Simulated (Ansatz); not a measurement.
# KI: how the settings move a single-point run

How sensitive is a single-point run of KI to its settings? A reference run comes first, then two runs with altered input.

Method: reference: DFT, PBE, all-electron LAPW, scalar-relativistic, in Ansatz 0.2.0.

## 1. The structure to begin with

The structure is tetragonal, space group I4/mmm (No. 139). Conventional cell: a = 5.034 Å, b = 5.034 Å, c = 7.049 Å, α = 90.00°, β = 90.00°, γ = 90.00°. K (site symmetry 4/mmm) is surrounded by 6 I at 3.52 to 3.56 Å. Around I (site symmetry 4/mmm) lie 6 K at 3.52 to 3.56 Å.

Coordinates:

```cif
data_structure
_symmetry_space_group_name_H-M 'I4/mmm'
_symmetry_Int_Tables_number 139
_cell_length_a 5.0343
_cell_length_b 5.0343
_cell_length_c 7.0491
_cell_angle_alpha 90.000
_cell_angle_beta 90.000
_cell_angle_gamma 90.000
_cell_volume 178.65
loop_
_atom_site_label
_atom_site_type_symbol
_atom_site_symmetry_multiplicity
_atom_site_Wyckoff_symbol
_atom_site_fract_x
_atom_site_fract_y
_atom_site_fract_z
_atom_site_occupancy
K1 K 2 a 0.00000 0.00000 0.00000 1
I1 I 2 b 0.00000 0.00000 0.50000 1
```

## 2. Baseline

File input.yaml:

```yaml
crystal:
  lattice:
    - [0.0, 3.5597955, 3.52455]
    - [3.5597955, 0.0, 3.52455]
    - [3.5597955, 3.5597955, 0.0]
  atoms:
    - { symbol: K, position: [0.0, 0.0, 0.0] }
    - { symbol: I, position: [0.5, 0.5, 0.5] }
kpoints:
  mp_grid: { grid: [8, 8, 8] }
scf:
  occupations: { method: fermi_dirac, width: 0.01 }
hamiltonian:
  xc: pbe
  pseudopotentials: { kind: all_electron, lapw: { basis_error: 0.001 } }
output:
  forces: true
  stress: true
  eigenvalues: true
```

Launch:

```sh
ansatz run input.yaml --threads 1 --pin off --max-ram 2048MiB --backend cpu --events-out ev --progress --plain --runs-dir out
```

## 3. Variant: dr2_threshold 1.0e-11, n_extra_bands 8

input.yaml: that of step 2 with these lines changed.

```diff
@@ -12,2 +12,4 @@
   occupations: { method: fermi_dirac, width: 0.01 }
+  convergence: { dr2_threshold: 1.0e-11 }
+  n_extra_bands: 8
 hamiltonian:
```

## 4. Changed: symmetry.detect false, mixing.algorithm anderson, mixing.beta 0.1

input.yaml: that of step 2 with these lines changed.

```diff
@@ -8,2 +8,3 @@
     - { symbol: I, position: [0.5, 0.5, 0.5] }
+  symmetry: { detect: false }
 kpoints:
@@ -12,2 +13,3 @@
   occupations: { method: fermi_dirac, width: 0.01 }
+  mixing: { algorithm: anderson, beta: 0.1 }
 hamiltonian:
```

Before running it: what results should come out? Wanted: for each run, ending; energy change; pressure; gap; force.

**Answer**, as computed:

```tsv
run	ending	energy change	pressure (GPa)	gap (eV)	force (eV/Å)	cycles	time
reference	converged	0	0.4	3.94	0.00	7	7.6 s
1: dr2_threshold 1.0e-11, n_extra_bands 8	converged	0.0 meV/atom	0.4	3.94	0.00	9	8.7 s
2: symmetry.detect false, mixing.algorithm anderson, mixing.beta 0.1	converged	0.0 meV/atom	0.4	3.94	0.00	10	54 s
```

Residual by cycle in the longest SCF loop of each run; runs are numbered as in the table. The quantity is the density residual dr2, in eV.

```tsv
cycle	reference	run 1	run 2
1	0.264	0.264	0.264
2	0.0192	0.0192	0.192
3	0.00401	0.00402	0.0081
4	9.1e-5	9.1e-5	6.4e-4
5	2.1e-6	2.0e-6	2.4e-4
6	3.2e-8	3.3e-8	6.7e-6
7	1.7e-9	1.7e-9	4.9e-6
8	-	2.3e-11	2.3e-7
9	-	8.7e-14	2.2e-7
10	-	-	4.7e-9
```

**Reading.** Of the converged runs whose energies compare with the reference's, none moves it noticeably. Of the variants the dearest is «symmetry.detect false, mixing.algorithm anderson, mixing.beta 0.1» (54 s), the cheapest «dr2_threshold 1.0e-11, n_extra_bands 8» (8.7 s), on a shared host. The gap of the reference lacks spin-orbit coupling, though the cell holds I.

The gaps are Kohn-Sham values of a semilocal functional, not quasiparticle or optical gaps. Such gaps usually fall short of the measured ones; spin-orbit coupling, left out here, narrows gaps with I, so the two errors partly cancel.
